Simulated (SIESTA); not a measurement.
Something may be wrong with this SIESTA 5.4.2 calculation of Mo.

Contents of Mo.fdf:

```
SystemName                      Mo
SystemLabel                     Mo
NumberOfSpecies                 1
NumberOfAtoms                   1
%block ChemicalSpeciesLabel
  1  42 Mo
%endblock ChemicalSpeciesLabel

LatticeConstant                 1.0 Ang
%block LatticeVectors
    -1.5838089719     1.5838089719     1.5838089719
     1.5838089719    -1.5838089719     1.5838089719
     1.5838089719     1.5838089719    -1.5838089719
%endblock LatticeVectors
AtomicCoordinatesFormat         Ang
%block AtomicCoordinatesAndAtomicSpecies
     0.0000000000     0.0000000000     0.0000000000  1
%endblock AtomicCoordinatesAndAtomicSpecies

%block kgrid.MonkhorstPack
    8   0   0  0.0
    0   8   0  0.0
    0   0   8  0.0
%endblock kgrid.MonkhorstPack
XC.Functional                   GGA
XC.Authors                      PBE
PAO.BasisSize                   DZP
PAO.EnergyShift                 0.003 Ry
Mesh.Cutoff                     800 Ry
OccupationFunction              FD
ElectronicTemperature           0.05 eV
MaxSCFIterations                75
SCF.MustConverge                false
SCF.Mixer.Method                Linear
SCF.Mixer.Weight                1.3
SCF.Mixer.History               8
SCF.DM.Tolerance                5.0e-05
SCF.H.Tolerance                 1.0e-03 eV
WriteForces                     true
Charge.Mulliken                 end
%block PAO.Basis
  Mo 5
  n=4 0 2
    3.234 0.000
  n=5 0 2
    8.986 0.000
  n=4 1 2
    3.729 0.000
  n=5 1 1
    8.986
  n=4 2 2
    6.762 0.000
%endblock PAO.Basis
```

Potentials or basis: PseudoDojo 0.4 standard (PBE files), DZP (energy shift 0.003 Ry; two zetas on semicore shells).

The run is started by

```bash
$ siesta Mo.fdf > Mo.out 2>&1
```

Mo.out:

```text
Version         : 5.4.2

                           ***********************
                           *  WELCOME TO SIESTA  *
                           ***********************

 NOTE: Siesta V5 introduces some new defaults for basis-set generation
 NOTE: which might lead to slightly different numerical results.
 NOTE: Please see the manual for full details and compatibility measures.

[... 318 lines left out ...]
redata: Electronic Temperature                      =   580.2259 K
redata: Fix the spin of the system                  =   F
redata: Max. number of TDED Iter                    =        1
redata: Number of TDED substeps                     =        3
redata: Dynamics option                             = Single-point calculation
m_mixing: Mixing weight should be: 0 < weight <= 1
Stopping Program from Node:    0
m_mixing: Mixing weight should be: 0 < weight <= 1
Stopping Program from Node:    0

Program received signal SIGABRT: Process abort signal.

Backtrace for this error:
```

What happened, and what is wrong with the input?

The program refused the input. The input holds a flaw that was put in on purpose: linear mixing with far too large a weight (SCF.Mixer.Method = Linear; SCF.Mixer.Weight = 1.3).
